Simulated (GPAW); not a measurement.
Runs of GPAW 26.7.0 on NaCl. It takes space group Fm-3m (No. 225, cubic). Conventional cell: a = 5.588 Å, b = 5.588 Å, c = 5.588 Å, α = 90.00°, β = 90.00°, γ = 90.00°. Around Cl (site symmetry m-3m) lie 6 Na at 2.79 Å. Around Na (site symmetry m-3m) lie 6 Cl at 2.79 Å. The cell is a database's computed one.

```csv
task,level,potentials or basis,cell,k mesh,band path,band points,optimizer,fmax,max steps,gap on the mesh (eV),pressure (GPa)
band structure,PBEsol,"PAW data sets generated in the run's folder for this functional, pw",as given,7 × 7 × 7,"GXWKGLUWLK,UX",60,-,-,-,5.04,(b)
relaxation of cell and atoms,PBEsol+D3(BJ)+ATM,"PAW data sets generated in the run's folder for this functional, pw",relaxed,8 × 8 × 8,-,-,BFGS,0.02 eV/Å,60,5.20,0.1
band structure,PBEint,"PAW data sets generated in the run's folder for this functional, pw",as given,7 × 7 × 7,"GXWKGLUWLK,UX",80,-,-,-,5.20,1.2
band structure,RPBE,"the program's PAW data sets (release 1.2.1) made for this functional, pw",as given,7 × 7 × 7,"GXWKGLUWLK,UX",100,-,-,-,(a),3.4
```

Alike in all rows: no spin polarisation; cutoff (eV) 800; smearing fermi-dirac 0.05 eV.

Question: Estimate the missing entries.

Answer: (a) 5.55; (b) 0.2.

Caveats: later steps reuse the first step's grids (some runs).

A k mesh can miss the band edges.

Not every run made on this cell is shown here.
